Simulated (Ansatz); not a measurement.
Input and command of a plane-wave DFT calculation in Ansatz:

```yaml
crystal:
  lattice:
    - [0.0, 2.25308, 2.35104]
    - [2.25308, 0.0, 2.35104]
    - [2.25308, 2.25308, 0.0]
  atoms:
    - { symbol: Ca, position: [0.0, 0.0, 0.0] }
    - { symbol: O, position: [0.5, 0.5, 0.5] }
basis:
  ecutwfc: 420
kpoints:
  mp_grid: { grid: [8, 8, 8] }
hamiltonian:
  xc: pbe
scf:
  occupations: { method: gaussian, width: 0.05 }
output:
  forces: true
  stress: true
  eigenvalues: true
```

```bash
ansatz run input.yaml --threads 1 --pin off --max-ram 2560MiB --backend cpu --events-out ev --progress --plain --runs-dir out
```

Processor: Arm Neoverse V1, 1 thread, on a host shared with other jobs.

Problem. Estimate time, memory and problem size.

Solution. About 1.2 s on 1 thread of Arm Neoverse V1, on a shared host, peak memory 0.27 GiB. It solves 12 bands at 59 k points (the mesh reduced by symmetry) with about 475 plane waves, in 6 SCF iterations.
